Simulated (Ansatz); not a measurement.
# Zn2SnN2: the cost of one run

Program: Ansatz 0.2.0. Level of theory: DFT PBE, scalar-relativistic, plane waves, PAW. These are calculated values, not measurements.

**1. The starting structure**

The structure is trigonal, space group P-3m1 (No. 164). Conventional cell: a = 4.206 Å, b = 4.206 Å, c = 5.275 Å, α = 90.00°, β = 90.00°, γ = 120.00°. Around Zn (site symmetry 3m) lie 3 N at 2.61 Å and 3 Sn at 2.62 Å. Sn (site symmetry -3m) is surrounded by 2 N at 1.92 Å. N (site symmetry 3m) is surrounded by 1 N at 1.43 Å and 1 Sn at 1.92 Å.

As a file:

```cif
data_structure
_symmetry_space_group_name_H-M 'P-3m1'
_symmetry_Int_Tables_number 164
_cell_length_a 4.2061
_cell_length_b 4.2061
_cell_length_c 5.2749
_cell_angle_alpha 90.000
_cell_angle_beta 90.000
_cell_angle_gamma 120.000
_cell_volume 80.82
loop_
_atom_site_label
_atom_site_type_symbol
_atom_site_symmetry_multiplicity
_atom_site_Wyckoff_symbol
_atom_site_fract_x
_atom_site_fract_y
_atom_site_fract_z
_atom_site_occupancy
Zn1 Zn 2 d 0.33333 0.66667 0.81561 1
Sn1 Sn 1 a 0.00000 0.00000 0.00000 1
N1 N 2 c 0.00000 0.00000 0.63581 1
```

Recipe of the guess: random cell by space group and Wyckoff sites (P-3m1, No. 164). The dimensions are guesses.

**2. The guess as it stands, on a coarse mesh**

File input.yaml:

```yaml
crystal:
  lattice:
    - [4.20606279, 0.0, 0.0]
    - [-2.10303139, 3.64255722, 0.0]
    - [0.0, 0.0, 5.27485261]
  atoms:
    - { symbol: Zn, position: [0.33333333, 0.66666667, 0.81561435] }
    - { symbol: Zn, position: [0.66666667, 0.33333333, 0.18438565] }
    - { symbol: Sn, position: [0.0, 0.0, 0.0] }
    - { symbol: "N", position: [0.0, 0.0, 0.63580926] }
    - { symbol: "N", position: [0.0, 0.0, 0.36419074] }
basis:
  ecutwfc: 420
kpoints:
  mp_grid: { grid: [6, 6, 4] }
hamiltonian:
  xc: pbe
scf:
  occupations: { method: gaussian, width: 0.1 }
  lower_state_search: "off"
output:
  forces: true
  stress: true
  eigenvalues: true
```

On the command line:

```sh
$ ansatz run input.yaml --threads 1 --pin off --max-ram 2560MiB --backend cpu --events-out ev --progress --plain --runs-dir out
```

**Question.** How long does this run take on 1 thread of Intel Xeon at 2.50GHz (Skylake/Cascade Lake), shared host, and how much memory does it need?

About 6.2 s, with a peak of 0.39 GiB.
